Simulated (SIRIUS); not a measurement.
# TePb (Fm-3m) in SIRIUS: convergence with k mesh, part 3 of 3

SIRIUS 7.12.0.

## (8) With k mesh 9 × 9 × 9

Contents of sirius.json:

```json
{
  "control": {
    "processing_unit": "cpu",
    "std_evp_solver_name": "lapack",
    "gen_evp_solver_name": "lapack",
    "verbosity": 2,
    "print_forces": true,
    "ortho_rf": true,
    "use_second_variation": true,
    "rmt_max": 3.0,
    "num_bands_to_print": 24,
    "save_wf": true
  },
  "parameters": {
    "electronic_structure_method": "full_potential_lapwlo",
    "xc_functionals": ["XC_GGA_X_PBE", "XC_GGA_C_PBE"],
    "core_relativity": "dirac",
    "valence_relativity": "iora",
    "num_fv_states": 37,
    "smearing": "fermi_dirac",
    "smearing_width": 0.0018374661,
    "pw_cutoff": 20,
    "gk_cutoff": 3.4,
    "lmax_apw": 11,
    "lmax_rho": 8,
    "lmax_pot": 8,
    "num_mag_dims": 0,
    "auto_rmt": 0,
    "ngridk": [9, 9, 9],
    "shiftk": [0, 0, 0],
    "num_dft_iter": 80,
    "energy_tol": 1e-07,
    "density_tol": 1e-05,
    "use_symmetry": true
  },
  "settings": {"tol_ne": 1e-10},
  "iterative_solver": {"type": "exact"},
  "mixer": {"type": "anderson", "beta": 0.5, "max_history": 8},
  "unit_cell": {
    "lattice_vectors": [[0.0, 6.1057051087, 6.1057051087], [6.1057051087, 0.0, 6.1057051087], [6.1057051087, 6.1057051087, 0.0]],
    "atom_types": ["Pb", "Te"],
    "atom_files": {"Pb": "Pb.json", "Te": "Te.json"},
    "atoms": {"Pb": [[0.0, 0.0, 0.0]], "Te": [[0.5, 0.5, 0.5]]}
  }
}
```

Contents of Pb.json:

```json
{
  "name": "lead",
  "symbol": "Pb",
  "number": 82,
  "mass": 207.2,
  "rmin": 1e-06,
  "rmt": 2.65,
  "nrmt": 800,
  "rinf": 17.22,
  "core": "1s2s2p3s3p3d4s4p4d",
  "valence": [
    {"basis": [{"enu": -0.02, "dme": 0, "n": 0, "auto": 0}, {"enu": -0.02, "dme": 1, "n": 0, "auto": 0}]},
    {"l": 0, "n": 1, "basis": [{"enu": -0.0273, "dme": 0, "n": 0, "auto": 0}]},
    {"l": 1, "n": 2, "basis": [{"enu": 0.08, "dme": 0, "n": 0, "auto": 0}]},
    {"l": 2, "n": 3, "basis": [{"enu": 0.08, "dme": 0, "n": 0, "auto": 0}]},
    {"l": 3, "n": 4, "basis": [{"enu": 0.08, "dme": 0, "n": 0, "auto": 0}]},
    {"l": 4, "n": 5, "basis": [{"enu": 0.08, "dme": 0, "n": 0, "auto": 0}]}
  ],
  "lo": [
    {
      "l": 0,
      "basis": [{"enu": -0.0273, "dme": 0, "n": 0, "auto": 0}, {"enu": -0.0273, "dme": 1, "n": 0, "auto": 0}]
    },
    {
      "l": 0,
      "basis": [{"enu": -5.0661, "dme": 0, "n": 5, "auto": 1}, {"enu": -5.0661, "dme": 1, "n": 5, "auto": 1}]
    },
    {
      "l": 0,
      "basis": [{"enu": -5.0661, "dme": 1, "n": 5, "auto": 1}, {"enu": -0.0273, "dme": 0, "n": 0, "auto": 0}]
    },
    {
      "l": 0,
      "basis": [{"enu": -0.0273, "dme": 0, "n": 0, "auto": 0}, {"enu": 2.251, "dme": 0, "n": 0, "auto": 0}]
    },
    {"l": 1, "basis": [{"enu": 0.08, "dme": 0, "n": 0, "auto": 0}, {"enu": 0.08, "dme": 1, "n": 0, "auto": 0}]},
    {
      "l": 1,
      "basis": [{"enu": -2.9346, "dme": 0, "n": 5, "auto": 1}, {"enu": -2.9346, "dme": 1, "n": 5, "auto": 1}]
    },
    {
      "l": 1,
      "basis": [{"enu": -2.9346, "dme": 1, "n": 5, "auto": 1}, {"enu": 0.08, "dme": 0, "n": 0, "auto": 0}]
    },
    {"l": 1, "basis": [{"enu": 0.08, "dme": 0, "n": 0, "auto": 0}, {"enu": 2.7001, "dme": 0, "n": 0, "auto": 0}]},
    {"l": 2, "basis": [{"enu": 0.08, "dme": 0, "n": 0, "auto": 0}, {"enu": 0.08, "dme": 1, "n": 0, "auto": 0}]},
    {
      "l": 2,
      "basis": [{"enu": -0.5687, "dme": 0, "n": 5, "auto": 1}, {"enu": -0.5687, "dme": 1, "n": 5, "auto": 1}]
    },
    {
      "l": 2,
      "basis": [{"enu": -0.5687, "dme": 1, "n": 5, "auto": 1}, {"enu": 0.08, "dme": 0, "n": 0, "auto": 0}]
    },
    {"l": 2, "basis": [{"enu": 0.08, "dme": 0, "n": 0, "auto": 0}, {"enu": 3.0419, "dme": 0, "n": 0, "auto": 0}]},
    {"l": 3, "basis": [{"enu": 0.08, "dme": 0, "n": 0, "auto": 0}, {"enu": 0.08, "dme": 1, "n": 0, "auto": 0}]},
    {
      "l": 3,
      "basis": [{"enu": -4.6974, "dme": 0, "n": 4, "auto": 1}, {"enu": -4.6974, "dme": 1, "n": 4, "auto": 1}]
    },
    {
      "l": 3,
      "basis": [{"enu": -4.6974, "dme": 1, "n": 4, "auto": 1}, {"enu": 0.08, "dme": 0, "n": 0, "auto": 0}]
    },
    {"l": 3, "basis": [{"enu": 0.08, "dme": 0, "n": 0, "auto": 0}, {"enu": 3.3837, "dme": 0, "n": 0, "auto": 0}]},
    {"l": 4, "basis": [{"enu": 0.08, "dme": 0, "n": 0, "auto": 0}, {"enu": 0.08, "dme": 1, "n": 0, "auto": 0}]},
    {"l": 4, "basis": [{"enu": 0.08, "dme": 0, "n": 0, "auto": 0}, {"enu": 2.8141, "dme": 0, "n": 0, "auto": 0}]}
  ],
  "free_atom": [... radial grid and density of the free atom, the start of the SCF ...]
}
```

Contents of Te.json:

```json
{
  "name": "tellurium",
  "symbol": "Te",
  "number": 52,
  "mass": 127.6,
  "rmin": 1e-06,
  "rmt": 2.54,
  "nrmt": 800,
  "rinf": 14.28,
  "core": "1s2s2p3s3p3d",
  "valence": [
    {"basis": [{"enu": -0.02, "dme": 0, "n": 0, "auto": 0}, {"enu": -0.02, "dme": 1, "n": 0, "auto": 0}]},
    {"l": 0, "n": 1, "basis": [{"enu": -0.0391, "dme": 0, "n": 0, "auto": 0}]},
    {"l": 1, "n": 2, "basis": [{"enu": 0.08, "dme": 0, "n": 0, "auto": 0}]},
    {"l": 2, "n": 3, "basis": [{"enu": 0.08, "dme": 0, "n": 0, "auto": 0}]},
    {"l": 3, "n": 4, "basis": [{"enu": 0.08, "dme": 0, "n": 0, "auto": 0}]}
  ],
  "lo": [
    {
      "l": 0,
      "basis": [{"enu": -0.0391, "dme": 0, "n": 0, "auto": 0}, {"enu": -0.0391, "dme": 1, "n": 0, "auto": 0}]
    },
    {
      "l": 0,
      "basis": [{"enu": -5.7039, "dme": 0, "n": 4, "auto": 1}, {"enu": -5.7039, "dme": 1, "n": 4, "auto": 1}]
    },
    {
      "l": 0,
      "basis": [{"enu": -5.7039, "dme": 1, "n": 4, "auto": 1}, {"enu": -0.0391, "dme": 0, "n": 0, "auto": 0}]
    },
    {
      "l": 0,
      "basis": [{"enu": -0.0391, "dme": 0, "n": 0, "auto": 0}, {"enu": 2.4409, "dme": 0, "n": 0, "auto": 0}]
    },
    {"l": 1, "basis": [{"enu": 0.08, "dme": 0, "n": 0, "auto": 0}, {"enu": 0.08, "dme": 1, "n": 0, "auto": 0}]},
    {
      "l": 1,
      "basis": [{"enu": -3.886, "dme": 0, "n": 4, "auto": 1}, {"enu": -3.886, "dme": 1, "n": 4, "auto": 1}]
    },
    {"l": 1, "basis": [{"enu": -3.886, "dme": 1, "n": 4, "auto": 1}, {"enu": 0.08, "dme": 0, "n": 0, "auto": 0}]},
    {"l": 1, "basis": [{"enu": 0.08, "dme": 0, "n": 0, "auto": 0}, {"enu": 2.932, "dme": 0, "n": 0, "auto": 0}]},
    {"l": 2, "basis": [{"enu": 0.08, "dme": 0, "n": 0, "auto": 0}, {"enu": 0.08, "dme": 1, "n": 0, "auto": 0}]},
    {
      "l": 2,
      "basis": [{"enu": -1.2302, "dme": 0, "n": 4, "auto": 1}, {"enu": -1.2302, "dme": 1, "n": 4, "auto": 1}]
    },
    {
      "l": 2,
      "basis": [{"enu": -1.2302, "dme": 1, "n": 4, "auto": 1}, {"enu": 0.08, "dme": 0, "n": 0, "auto": 0}]
    },
    {"l": 2, "basis": [{"enu": 0.08, "dme": 0, "n": 0, "auto": 0}, {"enu": 3.304, "dme": 0, "n": 0, "auto": 0}]},
    {"l": 3, "basis": [{"enu": 0.08, "dme": 0, "n": 0, "auto": 0}, {"enu": 0.08, "dme": 1, "n": 0, "auto": 0}]},
    {"l": 3, "basis": [{"enu": 0.08, "dme": 0, "n": 0, "auto": 0}, {"enu": 2.777, "dme": 0, "n": 0, "auto": 0}]}
  ],
  "free_atom": [... radial grid and density of the free atom, the start of the SCF ...]
}
```

Contents of sirius_start.json:

```json
{
  "control": {
    "processing_unit": "cpu",
    "std_evp_solver_name": "lapack",
    "gen_evp_solver_name": "lapack",
    "verbosity": 1,
    "print_forces": false,
    "ortho_rf": true,
    "use_second_variation": true,
    "rmt_max": 3.0,
    "num_bands_to_print": 24,
    "save_wf": false
  },
  "parameters": {
    "electronic_structure_method": "full_potential_lapwlo",
    "xc_functionals": ["XC_LDA_X", "XC_LDA_C_PW"],
    "core_relativity": "dirac",
    "valence_relativity": "iora",
    "num_fv_states": 37,
    "smearing": "fermi_dirac",
    "smearing_width": 0.0055123983,
    "pw_cutoff": 20,
    "gk_cutoff": 2.72,
    "lmax_apw": 11,
    "lmax_rho": 8,
    "lmax_pot": 8,
    "num_mag_dims": 0,
    "auto_rmt": 0,
    "ngridk": [4, 4, 4],
    "shiftk": [0, 0, 0],
    "num_dft_iter": 30,
    "energy_tol": 0.01,
    "density_tol": 0.05,
    "use_symmetry": true
  },
  "settings": {"tol_ne": 1e-10},
  "iterative_solver": {"type": "exact"},
  "mixer": {"type": "anderson", "beta": 0.5, "max_history": 8},
  "unit_cell": {
    "lattice_vectors": [[0.0, 6.1057051087, 6.1057051087], [6.1057051087, 0.0, 6.1057051087], [6.1057051087, 6.1057051087, 0.0]],
    "atom_types": ["Pb", "Te"],
    "atom_files": {"Pb": "Pb.json", "Te": "Te.json"},
    "atoms": {"Pb": [[0.0, 0.0, 0.0]], "Te": [[0.5, 0.5, 0.5]]}
  }
}
```

Launch:

```
$ OMP_NUM_THREADS=1 sirius.scf --input=sirius_start.json --output=start.json
$ OMP_NUM_THREADS=1 sirius.scf --input=sirius.json --output=output.json --task=1
```

Wall time 1.7 min (1 thread of Arm Neoverse V2, shared host); peak memory 0.63 GiB.

The run converged. Its results:

* Free energy: -754439.1875 eV
* All electrons inside the program's atomic spheres: Pb 79.91; Te 49.80 (radii Pb 2.65, Te 2.54 bohr)

## (9) Summary

| k mesh | energy less the tightest run, at zero smearing (meV/atom) | SCF cycles | CPU time (s) | peak memory (GiB) |
| --- | --- | --- | --- | --- |
| 1 × 1 × 1 | 2785.20 | 10 | 69 | 0.47 |
| 2 × 2 × 2 | 833.27 | 9 | 68 | 0.48 |
| 3 × 3 × 3 | -23.35 | 10 | 74 | 0.49 |
| 4 × 4 × 4 | 3.66 | 9 | 73 | 0.5 |
| 6 × 6 × 6 | -0.36 | 9 | 85 | 0.54 |
| 7 × 7 × 7 | -0.77 | 8 | 84 | 0.56 |
| 9 × 9 × 9 | 0.00 | 8 | 100 | 0.63 |

Against the tightest run, the energy stays within 1 meV/atom from 6 × 6 × 6 on. Meshes of other sizes hit other points, so gaps and Fermi surfaces needn't settle smoothly. The tightest run that finished is the yardstick and may itself not be fully converged.
